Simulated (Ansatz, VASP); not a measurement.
MgS in VASP and in Ansatz

File POSCAR:

```
MgS
1.0
    0.0000000000      2.6027965269      2.6027965269
    2.6027965269      0.0000000000      2.6027965269
    2.6027965269      2.6027965269      0.0000000000
Mg S
1 1
Direct
    0.0000000000      0.0000000000      0.0000000000
    0.5000000000      0.5000000000      0.5000000000
```

File INCAR.step1:

```
PREC = Accurate ; ENCUT = 520
ISMEAR = 0 ; SIGMA = 0.01
LREAL = False ; LASPH = True
NELM = 80 ; NBANDS = 11
GGA = PE ; ALGO = Normal
EDIFF = 1E-4 ; LWAVE = True
LCHARG = False
```

Contents of INCAR.step2:

```
PREC = Accurate ; ENCUT = 520
EDIFF = 1E-7 ; ISMEAR = 0
SIGMA = 0.01 ; LREAL = False
LASPH = True ; NELM = 80
ALGO = Normal ; ISIF = 2
LWAVE = False ; LCHARG = True
METAGGA = R2SCAN ; LMIXTAU = True
LELF = True ; LVHAR = True
NBANDS = 11 ; ISTART = 1
```

Contents of KPOINTS:

```
regular mesh
0
Gamma
  6 6 6
```

Input for Ansatz:

```yaml
crystal:
  lattice:
    - [0.0, 2.6027965269, 2.6027965269]
    - [2.6027965269, 0.0, 2.6027965269]
    - [2.6027965269, 2.6027965269, 0.0]
  atoms:
    - { symbol: Mg, position: [0.0, 0.0, 0.0] }
    - { symbol: S, position: [0.5, 0.5, 0.5] }
basis:
  ecutwfc: 500
kpoints:
  mp_grid: { grid: [6, 6, 6] }
  band_path:
    path:
      - [0.0, 0.0, 0.0]
      - [0.0, 0.0, 0.0]
      - [0.0, 0.0, 0.0]
      - [0.0, 0.0, 0.0]
      - [0.0, 0.0, 0.0]
      - [0.0, 0.0, 0.0]
      - [0.0, 0.0, 0.0]
      - [0.0, 0.0, 0.0]
      - [0.0, 0.0, 0.0]
      - [0.0, 0.0, 0.0]
      - [0.0, 0.0, 0.0]
      - [0.0, 0.0, 0.0]
      - [0.0, 0.0, 0.0]
      - [0.0, 0.0, 0.0]
      - [0.0, 0.0, 0.0]
      - [0.0, 0.0, 0.0]
      - [0.0, 0.0, 0.0]
      - [0.0, 0.0, 0.0]
      - [0.0, 0.0, 0.0]
      - [0.0, 0.0, 0.0]
      - [0.0, 0.0, 0.0]
      - [0.0, 0.0, 0.0]
      - [0.0, 0.0, 0.0]
      - [0.0, 0.0, 0.0]
      - [0.0, 0.0, 0.0]
      - [0.0, 0.0, 0.0]
      - [0.3, 0.3, 0.0]
      - [0.3166666667, 0.3166666667, 0.0]
      - [0.3333333333, 0.3333333333, 0.0]
      - [0.35, 0.35, 0.0]
      - [0.3666666667, 0.3666666667, 0.0]
      - [0.3833333333, 0.3833333333, 0.0]
      - [0.4, 0.4, 0.0]
      - [0.4166666667, 0.4166666667, 0.0]
      - [0.4333333333, 0.4333333333, 0.0]
      - [0.45, 0.45, 0.0]
      - [0.4666666667, 0.4666666667, 0.0]
      - [0.4833333333, 0.4833333333, 0.0]
      - [0.5, 0.5, 0.0]
      - [0.5, 0.5, 0.5]
      - [0.5, 0.5, 0.5]
      - [0.5, 0.5, 0.5]
      - [0.5, 0.5, 0.5]
      - [0.5, 0.5, 0.5]
      - [0.5, 0.5, 0.5]
      - [0.5, 0.5, 0.5]
      - [0.5, 0.5, 0.5]
      - [0.5, 0.5, 0.5]
      - [0.5, 0.5, 0.5]
      - [0.5, 0.5, 0.5]
      - [0.5, 0.5, 0.5]
      - [0.5, 0.5, 0.5]
      - [0.5, 0.5, 0.5]
      - [0.5, 0.5, 0.5]
      - [0.5, 0.5, 0.5]
      - [0.5, 0.5, 0.5]
      - [0.5, 0.5, 0.5]
      - [0.5, 0.5, 0.5]
      - [0.5, 0.5, 0.5]
      - [0.5, 0.5, 0.5]
      - [0.5, 0.5, 0.5]
      - [0.5, 0.5, 0.5]
      - [0.5, 0.5, 0.5]
      - [0.5, 0.5, 0.5]
      - [0.5, 0.5, 0.5]
    npoints: 1
hamiltonian:
  xc: r2scan
  pseudopotentials: { kind: paw, azcp: { folder: soft_1 } }
scf:
  occupations: { method: fixed }
  n_extra_bands: 5
output:
  eigenvalues: true
```

Alike in both runs: task single point; functional r2SCAN; k mesh 6 × 6 × 6; no spin polarisation.

```csv
,VASP,Ansatz
version,VASP 6.6.1,Ansatz 0.2.0
potentials or method,"VASP PAW PBE potentials, release 64 (Mg, S)","scalar-relativistic, plane waves, PAW"
plane-wave cutoff (eV),520,500
occupations,"gaussian, width 0.01 eV",fixed
valence electrons in the cell,8,16
```

VASP gave:

```
gap on the k mesh at the Fermi level (eV) : 3.43
least direct gap on the mesh (eV)         : 4.60
```

Which values does Ansatz return?

gap on the k mesh at the Fermi level (eV): 3.47; least direct gap on the mesh (eV): 4.64.

The two sets of potentials don't hold the same shells in valence.

Caveats: the PAW data sets were made with another functional, which shifts forces and pressure a little (VASP). r2SCAN opens gaps a little over a GGA but as a rule still falls short of measured ones. A k mesh can miss the band edges.
